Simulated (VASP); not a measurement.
# GaN in VASP: one cell, several levels of theory, part 2 of 2

VASP 6.6.1, plane waves, PAW.

## (3) r2SCAN

Input file INCAR:

```
ENCUT = 520.000000
SIGMA = 0.010000
EDIFF = 1.00e-07
ALGO = Normal
METAGGA = R2SCAN
PREC = Accurate
IBRION = -1
ISIF = 2
ISMEAR = 0
NBANDS = 16
NELM = 120
NSW = 0
LASPH = .TRUE.
LCHARG = .FALSE.
LWAVE = .FALSE.
LREAL = .FALSE.
```

Input file KPOINTS:

```
KPOINTS created by Atomic Simulation Environment
0
Gamma
10 10 10
0 0 0
```

Input file KPOINTS_OPT:

```
special points
6
Reciprocal
0.0000000000 0.0000000000 0.0000000000 1
-0.5000000000 -0.5000000000 0.0000000000 1
-0.3750000000 -0.3750000000 0.2500000000 1
-0.3750000000 0.0000000000 0.3750000000 1
0.0000000000 0.0000000000 0.5000000000 1
-0.5000000000 -0.2500000000 0.2500000000 1
```

Input file POSCAR:

```
Ga N
 1.0000000000000000
     0.0000000000000000    2.2489525415000000    2.2489525415000000
     2.2763897625000000    0.0000000000000000    2.2489525415000000
     2.2763897625000000    2.2489525415000000    0.0000000000000000
 Ga  N
   1   1
Cartesian
  0.0000000000000000  0.0000000000000000  0.0000000000000000
  1.1381948812500000  1.1244762707500000  1.1244762707500000
```

Run with:

```sh
mpirun -np 1 vasp_std
```

Printed to the terminal (iteration lines stand in OSZICAR):

```text
POSCAR found type information on POSCAR GaN
 POSCAR found :  2 types and       2 ions
 -----------------------------------------------------------------------------
|                                                                             |
|                                                                             |
|     You enforced a specific xc type in the INCAR file but a different       |
|     I HOPE YOU KNOW WHAT YOU ARE DOING!                                     |
|                                                                             |
 -----------------------------------------------------------------------------

 LDA part: xc-table for (None), standard interpolation
 POSCAR, INCAR and KPOINTS ok, starting setup
 FFT: planning ... GRIDC
 FFT: planning ... GRID_SOFT
 FFT: planning ... GRID
 WAVECAR not read
 entering main loop
 Start KPOINTS_OPT (optional k-point list driver)
k-point batch [1-6\6]
```

OSZICAR:

```text
N       E                     dE             d eps       ncg     rms          rms(c)
DAV:   1     0.722759448383E+02    0.72276E+02   -0.96403E+03  3648   0.208E+03
DAV:   2    -0.206834837180E+02   -0.92959E+02   -0.86432E+02  3760   0.339E+02
DAV:   3    -0.267348931283E+02   -0.60514E+01   -0.60296E+01  3864   0.727E+01
DAV:   4    -0.268039090212E+02   -0.69016E-01   -0.69009E-01  4112   0.840E+00
DAV:   5    -0.268048405881E+02   -0.93157E-03   -0.93156E-03  3952   0.857E-01    0.715E+00
DAV:   6    -0.218072272780E+02    0.49976E+01   -0.35240E+00  4952   0.406E+01    0.248E+00
DAV:   7    -0.218853985898E+02   -0.78171E-01   -0.42400E-01  3536   0.705E+00    0.173E+00
DAV:   8    -0.218968264769E+02   -0.11428E-01   -0.36629E-02  4448   0.487E+00    0.229E-01
DAV:   9    -0.218953629208E+02    0.14636E-02   -0.12891E-02  4792   0.290E+00    0.145E-01
DAV:  10    -0.218954849952E+02   -0.12207E-03   -0.89429E-04  3888   0.262E-01    0.158E-01
DAV:  11    -0.218955775141E+02   -0.92519E-04   -0.77749E-05  4800   0.293E-01    0.115E-01
DAV:  12    -0.218955289861E+02    0.48528E-04   -0.13248E-04  3952   0.128E-01    0.497E-02
DAV:  13    -0.218955229242E+02    0.60618E-05   -0.14697E-05  4176   0.499E-02    0.428E-02
DAV:  14    -0.218955123520E+02    0.10572E-04   -0.76759E-06  4984   0.673E-02    0.294E-02
DAV:  15    -0.218955028135E+02    0.95386E-05   -0.13208E-05  4736   0.675E-02    0.129E-02
DAV:  16    -0.218954998440E+02    0.29694E-05   -0.55307E-06  4696   0.302E-02    0.466E-03
DAV:  17    -0.218954994491E+02    0.39496E-06   -0.44593E-07  4176   0.824E-03    0.325E-03
DAV:  18    -0.218954987982E+02    0.65085E-06   -0.27498E-07  3464   0.963E-03    0.909E-04
DAV:  19    -0.218954986162E+02    0.18204E-06   -0.97445E-08  2000   0.312E-03    0.317E-04
DAV:  20    -0.218954986720E+02   -0.55860E-07   -0.13218E-08  1664   0.179E-03
   1 F= -.21895499E+02 E0= -.21895499E+02  d E =-.144039E-29
       N       E                     dE             ncg
DAV:   1     0.247070234527E+04   -0.41716E+04      192
DAV:   2     0.190140978071E+04   -0.56929E+03      216
DAV:   3     0.186337378820E+04   -0.38036E+02      200
DAV:   4     0.186293170915E+04   -0.44208E+00      272
DAV:   5     0.186292678556E+04   -0.49236E-02      208
DAV:   6     0.186292662434E+04   -0.16123E-03      296
DAV:   7     0.186292662182E+04   -0.25218E-05      224
DAV:   8     0.186292662167E+04   -0.14322E-06      248
DAV:   9     0.186292662167E+04   -0.24165E-08      168
```

Parts of OUTCAR:

```text
k-points           NKPTS =    102   k-points in BZ     NKDIM =    102   number of bands    NBANDS=     16

   NELECT =      18.0000    total number of electrons

   dimension x,y,z NGX =    24 NGY =   24 NGZ =   24
   dimension x,y,z NGXF=    48 NGYF=   48 NGZF=   48

  energy-cutoff  :      520.00
  volume of cell :       23.03
      direct lattice vectors                 reciprocal lattice vectors
     0.000000000  2.248952542  2.248952542    -0.219646041  0.222325723  0.222325723
     2.276389763  0.000000000  2.248952542     0.219646041 -0.222325723  0.222325723
     2.276389763  2.248952542  0.000000000     0.219646041  0.222325723 -0.222325723

 k-points in reciprocal lattice and weights: KPOINTS created by Atomic Simulation Env
   0.00000000  0.00000000  0.00000000       0.001
   0.10000000  0.00000000  0.00000000       0.008
   0.20000000  0.00000000  0.00000000       0.008
   0.30000000  0.00000000  0.00000000       0.008
   0.40000000  0.00000000  0.00000000       0.008
   0.50000000 -0.00000000 -0.00000000       0.004
   0.10000000  0.10000000  0.00000000       0.004
   0.20000000  0.10000000  0.00000000       0.016
[... 94 more k-points ...]

 E-fermi :   5.0456

 k-point     1 :       0.0000    0.0000    0.0000
  band No.  band energies     occupation
      1     -11.7274      2.00000
      2      -8.8843      2.00000
      3      -8.8715      2.00000
      4      -8.8714      2.00000
      5      -8.5319      2.00000
      6      -8.5318      2.00000
      7       4.9123      2.00000
      8       4.9699      2.00000
      9       4.9699      2.00000
     10       7.0292      0.00000
     11      15.9032      0.00000
     12      15.9033      0.00000
     13      15.9398      0.00000
     14      23.4200      0.00000
     15      24.3564      0.00000
     16      24.7676      0.00000

 k-point     2 :       0.1000    0.0000    0.0000
  band No.  band energies     occupation
      1     -11.6181      2.00000
      2      -8.8670      2.00000
      3      -8.8575      2.00000
      4      -8.8340      2.00000
      5      -8.5333      2.00000
      6      -8.5327      2.00000
      7       3.8557      2.00000
      8       4.8205      2.00000
      9       4.8644      2.00000
     10       7.8866      0.00000
     11      15.4108      0.00000
     12      16.0805      0.00000
     13      16.0915      0.00000
     14      23.0021      0.00000
     15      23.3508      0.00000
     16      23.3908      0.00000

 k-point     3 :       0.2000    0.0000    0.0000
  band No.  band energies     occupation
      1     -11.3393      2.00000
      2      -8.8334      2.00000
      3      -8.8247      2.00000
      4      -8.6723      2.00000
      5      -8.5330      2.00000
      6      -8.5304      2.00000
      7       1.9997      2.00000
      8       4.5456      2.00000
      9       4.6043      2.00000
     10       9.0230      0.00000
     11      14.6263      0.00000
     12      16.3265      0.00000
     13      16.3753      0.00000
     14      22.0789      0.00000
     15      22.4309      0.00000
     16      22.5111      0.00000

 k-point     4 :       0.3000    0.0000    0.0000
  band No.  band energies     occupation
      1     -11.0294      2.00000
      2      -8.8031      2.00000
      3      -8.7941      2.00000
      4      -8.5216      2.00000
      5      -8.5167      2.00000
      6      -8.2955      2.00000
      7       0.0923      2.00000
      8       4.2342      2.00000
      9       4.3097      2.00000
     10       9.7498      0.00000
     11      14.2654      0.00000
     12      16.2382      0.00000
     13      16.3653      0.00000
     14      21.4401      0.00000
     15      22.9694      0.00000
     16      22.9910      0.00000

 k-point     5 :       0.4000    0.0000    0.0000
  band No.  band energies     occupation
      1     -10.8273      2.00000
      2      -8.7886      2.00000
      3      -8.7793      2.00000
      4      -8.5016      2.00000
      5      -8.4944      2.00000
      6      -7.7329      2.00000
      7      -1.4879      2.00000
      8       4.0004      2.00000
      9       4.0889      2.00000
     10      10.0188      0.00000
     11      14.2973      0.00000
     12      15.9617      0.00000
     13      16.1302      0.00000
     14      21.3178      0.00000
     15      24.4724      0.00000
     16      24.5142      0.00000

 k-point     6 :       0.5000   -0.0000   -0.0000
  band No.  band energies     occupation
      1     -10.7643      2.00000
      2      -8.7854      2.00000
      3      -8.7760      2.00000
      4      -8.4914      2.00000
      5      -8.4833      2.00000
      6      -7.4057      2.00000
      7      -2.1640      2.00000
      8       3.9147      2.00000
      9       4.0082      2.00000
     10      10.0657      0.00000
     11      14.3604      0.00000
     12      15.8303      0.00000
     13      16.0098      0.00000
     14      21.3927      0.00000
     15      25.5822      0.00000
     16      25.6302      0.00000

 k-point     7 :       0.1000    0.1000    0.0000
  band No.  band energies     occupation
      1     -11.5811      2.00000
      2      -8.8571      2.00000
      3      -8.8455      2.00000
      4      -8.8335      2.00000
      5      -8.5415      2.00000
      6      -8.5242      2.00000
      7       3.8795      2.00000
      8       4.5919      2.00000
      9       4.6432      2.00000
     10       8.1692      0.00000
     11      15.0386      0.00000
     12      16.2008      0.00000
     13      16.3182      0.00000
     14      21.1781      0.00000
     15      24.8943      0.00000
     16      25.1003      0.00000

 k-point     8 :       0.2000    0.1000    0.0000
  band No.  band energies     occupation
      1     -11.3595      2.00000
      2      -8.8290      2.00000
      3      -8.8160      2.00000
      4      -8.7238      2.00000
      5      -8.5399      2.00000
      6      -8.5163      2.00000
      7       2.5025      2.00000
      8       4.2688      2.00000
      9       4.4118      2.00000
     10       9.1367      0.00000
     11      14.3413      0.00000
     12      16.3579      0.00000
     13      16.6275      0.00000
     14      20.0551      0.00000
     15      24.1782      0.00000
     16      24.5253      0.00000

 k-point     9 :       0.3000    0.1000   -0.0000
  band No.  band energies     occupation
      1     -11.0636      2.00000
      2      -8.8002      2.00000
      3      -8.7825      2.00000
      4      -8.5841      2.00000
      5      -8.5042      2.00000
      6      -8.3619      2.00000
      7       0.7202      2.00000
      8       3.9393      2.00000
      9       4.0903      2.00000
     10      10.0045      0.00000
     11      13.9693      0.00000
     12      15.9789      0.00000
     13      16.7232      0.00000
     14      20.4535      0.00000
     15      23.4783      0.00000
     16      24.4234      0.00000

 k-point    10 :       0.4000    0.1000   -0.0000
  band No.  band energies     occupation
      1     -10.8378      2.00000
      2      -8.7822      2.00000
      3      -8.7644      2.00000
      4      -8.5472      2.00000
      5      -8.4879      2.00000
      6      -7.8436      2.00000
      7      -0.9358      2.00000
      8       3.6904      2.00000
      9       3.7665      2.00000
     10      10.4755      0.00000
     11      13.8205      0.00000
     12      15.8132      0.00000
     13      16.5109      0.00000
     14      21.3748      0.00000
     15      23.5784      0.00000
     16      25.4129      0.00000

 k-point    11 :       0.5000    0.1000    0.0000
  band No.  band energies     occupation
      1     -10.7408      2.00000
      2      -8.7766      2.00000
      3      -8.7606      2.00000
      4      -8.5170      2.00000
      5      -8.4839      2.00000
      6      -7.3765      2.00000
      7      -1.9437      2.00000
      8       3.4132      2.00000
      9       3.7426      2.00000
     10      10.6466      0.00000
     11      13.6890      0.00000
     12      15.9732      0.00000
     13      16.2772      0.00000
     14      21.9781      0.00000
     15      24.5227      0.00000
     16      25.8440      0.00000

 k-point    12 :      -0.4000    0.1000    0.0000
  band No.  band energies     occupation
      1     -10.7610      2.00000
      2      -8.7760      2.00000
      3      -8.7646      2.00000
      4      -8.5080      2.00000
      5      -8.5001      2.00000
      6      -7.4916      2.00000
      7      -1.7146      2.00000
      8       3.2969      2.00000
      9       3.9184      2.00000
     10      10.6628      0.00000
     11      13.7331      0.00000
     12      15.9400      0.00000
     13      16.2258      0.00000
     14      22.2337      0.00000
     15      24.1419      0.00000
     16      25.2377      0.00000

[... the tables of k-points 13 to 102 left out ...]

  Total       -0.3345674     -0.1031355     -0.1031355     -0.0000000      0.0000000      0.0000000
  in kB      -23.2786070     -7.1759886     -7.1759886     -0.0000000      0.0000000      0.0000000
  external PRESSURE =     -12.5435281 kB  Pullay stress =       0.0000000 kB

 POSITION                                       TOTAL-FORCE (eV/Angst)
 -----------------------------------------------------------------------------------
      0.00000      0.00000      0.00000         0.000000     -0.000000     -0.000000
      1.13819      1.12448      1.12448         0.000000      0.000000      0.000000
 -----------------------------------------------------------------------------------
    total drift:                                0.000005      0.000012      0.000012

  FREE ENERGIE OF THE ION-ELECTRON SYSTEM (eV)
  ---------------------------------------------------
  free  energy   TOTEN  =       -21.8954986720 eV

  energy  without entropy=      -21.8954986720  energy(sigma->0) =      -21.89549867
```

Wall time 2 min (1 MPI rank of Intel Xeon Platinum 8488C, shared host); peak memory 0.19 GiB.

The levels at the points of KPOINTS_OPT are read from vasprun.xml.

Band energies at the special points (eV, zero at the top of v, the last band that the electrons fill by count):

```
point    v−1      v     c    c+1
    Γ   0.00   0.00  2.06  10.93
    X  -2.81  -2.81  3.72   7.12
    U  -4.32  -2.27  5.40   8.42
    K  -4.32  -2.27  5.40   8.42
    L  -1.06  -0.96  5.10   9.39
    W  -3.78  -3.68  6.63   8.99
```

Gap with r2SCAN: 2.06 eV, direct (Γ). The pressure is -1.25 GPa; the forces vanish within 0.01 eV/Å.

## (4) Summary

The summary covers parts 1 to 2.

| level | gap (eV) | pressure (GPa) |
| --- | --- | --- |
| PBE | 1.67 | 3.90 |
| r2SCAN | 2.06 | -1.25 |

The gap runs from 1.67 eV (PBE) to 2.06 eV (r2SCAN). The pressure is highest with PBE (3.9 GPa) and lowest with r2SCAN (-1.3 GPa), which orders the cells that they would relax to.
